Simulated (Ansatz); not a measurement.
Free-standing chains of the atoms of Zr, named by their start (strip: triangular double chain, ladder: square double chain); atoms and period are relaxed, and energies count from relaxed bulk Zr (P6_3/mmc, 23.39 Å³/atom, gap on the mesh 0.00 eV).

These are results of DFT PBE, scalar-relativistic, plane waves, PAW (Ansatz), not measurements.

Settings: cutoff 420 eV, Γ-centred mesh 1×1×21 on the computed 2-atom cell, Gaussian smearing of 0.05 eV; collinear spin from starting moments 1.5 1.5 μB.

Start (strip chain):

```
CELL_PARAMETERS angstrom
11.60000 0.00000 0.00000
0.00000 9.30000 0.00000
0.00000 0.00000 3.04139
ATOMIC_POSITIONS crystal
Zr 0.38869 0.50000 0.00000
Zr 0.61131 0.50000 0.50000
```

Q: What does the relaxation give?

A: The free energy falls by 226 meV/atom.

| Property | Result |
| --- | --- |
| excess energy (eV per host atom) | 2.426 |
| period (Å) | 2.849 |
| gap on the mesh (eV) | 0 |
| size of the moment (μB per cell) | 0.50 |

Relaxed structure:
```
Zr
1.0
    11.60000    0.00000    0.00000
     0.00000    9.30000    0.00000
     0.00000    0.00000    2.84874
Zr
2
Direct
  0.39987 0.50000 0.00000
  0.60013 0.50000 0.50000
```

Each run keeps its start's symmetry and one magnetic start, so lower states can exist.

The run took 56 s on 2 threads of Arm Neoverse V1, on a shared host, peak memory 0.6 GiB.